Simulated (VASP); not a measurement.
# WC (P-6m2) in VASP: notebook, part 2 of 2

VASP 6.6.1.

## Step 3: Relaxation of cell and atoms, PBE

This run uses another cell than the first one, of 10.67 Å³/atom, 1.028 times its volume.

File INCAR:

```
SYSTEM = WC
PREC = Accurate ; ENCUT = 520
EDIFF = 1E-7 ; ISMEAR = 0
SIGMA = 0.1 ; LREAL = .False.
LASPH = .True. ; NELM = 80
ALGO = Fast ; ISIF = 3
LWAVE = .False. ; LCHARG = .False.
GGA = PE ; IBRION = 2
NSW = 80 ; EDIFFG = -0.002
```

File KPOINTS:

```
Automatic mesh
0
Gamma
  3 3 4
  0 0 0
```

File POSCAR:

```
WC                                      
1.0
    2.9480486260      0.0000000000      0.0000000000
   -1.4740243130      2.5530850058      0.0000000000
    0.0000000000      0.0000000000      2.8345032047
  W               C             
     1     1
Direct
     0.0000000000000000    0.0000000000000000    1.0000000000000000
     0.6666666699999979    0.3333333300000021    0.5000000000000000
```

Potentials or basis: VASP PAW PBE potentials, release 64 (W_sv, C).

The run is started by

```console
cat potpaw_PBE.64/W_sv/POTCAR potpaw_PBE.64/C/POTCAR > POTCAR
mpirun -np 1 vasp_std > vasp.out
```

OUTCAR:

```text
SYSTEM = WC
   PREC = Accurate
   ENCUT = 520
   EDIFF = 1E-7
   ISMEAR = 0
   LREAL = .False.
   LASPH = .True.
   NELM = 80
   ISIF = 3
   GGA = PE
   IBRION = 2
   NSW = 80
   EDIFFG = -0.002

 ion  position               nearest neighbor table
   1  0.000  0.000  0.000-   2 2.21   2 2.21   2 2.21   2 2.21   2 2.21   2 2.21
   2  0.667  0.333  0.500-   1 2.21   1 2.21   1 2.21   1 2.21   1 2.21   1 2.21

  LATTYP: Found a hexagonal cell.
[... 323 lines left out ...]

  FORCE on cell =-STRESS in cart. coord.  units (eV):
  Direction    XX          YY          ZZ          XY          YZ          ZX
  --------------------------------------------------------------------------------------
  -------------------------------------------------------------------------------------
  Total        0.0033481      0.0033481     -0.0014666      0.0000000     -0.0000000      0.0000000
  in kB        0.2514354      0.2514354     -0.1101406      0.0000000     -0.0000000      0.0000000
  external PRESSURE =       0.1309100 kB  Pullay stress =       0.0000000 kB

 VOLUME and BASIS-vectors are now :
 -----------------------------------------------------------------------------
  energy-cutoff  :      520.00
  volume of cell :       21.33
      direct lattice vectors                 reciprocal lattice vectors
     2.948048626  0.000000000  0.000000000     0.339207431  0.195841501  0.000000000
    -1.474024313  2.553085006  0.000000000     0.000000000  0.391683002  0.000000000
     0.000000000  0.000000000  2.834503205     0.000000000  0.000000000  0.352795509

 POSITION                                       TOTAL-FORCE (eV/Angst)
 -----------------------------------------------------------------------------------
      0.00000      0.00000      0.00000        -0.000000      0.000000      0.000000
      1.47402      0.85103      1.41725         0.000000     -0.000000      0.000000
 -----------------------------------------------------------------------------------
    total drift:                               -0.000003      0.000002     -0.000000

  FREE ENERGIE OF THE ION-ELECTRON SYSTEM (eV)
  ---------------------------------------------------
  free  energy   TOTEN  =       -22.2097611372 eV

  energy  without entropy=      -22.2040053671  energy(sigma->0) =      -22.20688325

 reached required accuracy - stopping structural energy minimisation
```

OSZICAR:

```text
N       E                     dE             d eps       ncg     rms          rms(c)
DAV:   1     0.116217798395E+03    0.11622E+03   -0.99059E+03   234   0.158E+03
DAV:   2    -0.206331503616E+02   -0.13685E+03   -0.13355E+03   264   0.385E+02
DAV:   3    -0.252673965389E+02   -0.46342E+01   -0.45893E+01   289   0.632E+01
DAV:   4    -0.253082317395E+02   -0.40835E-01   -0.40829E-01   254   0.671E+00
DAV:   5    -0.253085328586E+02   -0.30112E-03   -0.30112E-03   279   0.602E-01    0.306E+01
RMM:   6    -0.222567283705E+02    0.30518E+01   -0.75021E+00   252   0.207E+01    0.838E+00
RMM:   7    -0.222261957399E+02    0.30533E-01   -0.59103E-01   246   0.625E+00    0.552E+00
RMM:   8    -0.222090021304E+02    0.17194E-01   -0.13065E-01   239   0.266E+00    0.809E-01
RMM:   9    -0.222099215009E+02   -0.91937E-03   -0.24662E-02   249   0.107E+00    0.174E-01
RMM:  10    -0.222097597706E+02    0.16173E-03   -0.33067E-03   247   0.479E-01    0.870E-02
RMM:  11    -0.222097514983E+02    0.82722E-05   -0.43963E-04   245   0.191E-01    0.222E-02
RMM:  12    -0.222097600737E+02   -0.85754E-05   -0.96457E-05   249   0.925E-02    0.128E-02
RMM:  13    -0.222097609697E+02   -0.89594E-06   -0.16107E-05   254   0.328E-02    0.421E-03
RMM:  14    -0.222097610061E+02   -0.36381E-07   -0.29765E-06   219   0.134E-02    0.828E-04
RMM:  15    -0.222097611616E+02   -0.15559E-06   -0.68583E-07   164   0.502E-03    0.288E-04
RMM:  16    -0.222097611372E+02    0.24425E-07   -0.47012E-08   134   0.205E-03
   1 F= -.22209761E+02 E0= -.22206883E+02  d E =-.222098E+02
```

CONTCAR:

```text
WC
   1.00000000000000
     2.9480486259999998    0.0000000000000000    0.0000000000000000
    -1.4740243129999999    2.5530850057999999    0.0000000000000000
     0.0000000000000000    0.0000000000000000    2.8345032046999998
  W               C
     1     1
Direct
     0.0000000000000000    0.0000000000000000    0.0000000000000000
     0.6666666699999979    0.3333333300000021    0.5000000000000000

  0.00000000E+00  0.00000000E+00  0.00000000E+00
  0.00000000E+00  0.00000000E+00  0.00000000E+00
```

Wall time 5.3 s (1 thread of AMD EPYC 7R13 (Zen 3), shared host); peak memory 0.11 GiB.

What came out:

```
Free energy             : -22.2098 eV
Pressure after relaxing : 0.0 GPa
Band gap on the k mesh  : none (metal or under the smearing width)
```

Final structure:
```xyz
2
Lattice="2.9480 0.0000 0.0000 -1.4740 2.5531 0.0000 0.0000 0.0000 2.8345" Properties=species:S:1:pos:R:3 pbc="T T T"
W     0.0000    0.0000    0.0000
C     1.4740    0.8510    1.4173
```

Caveat: the k mesh is coarse (spacing up to 0.82 Å⁻¹), so the values aren't converged; the relaxation stopped at its first step, so nothing moved.
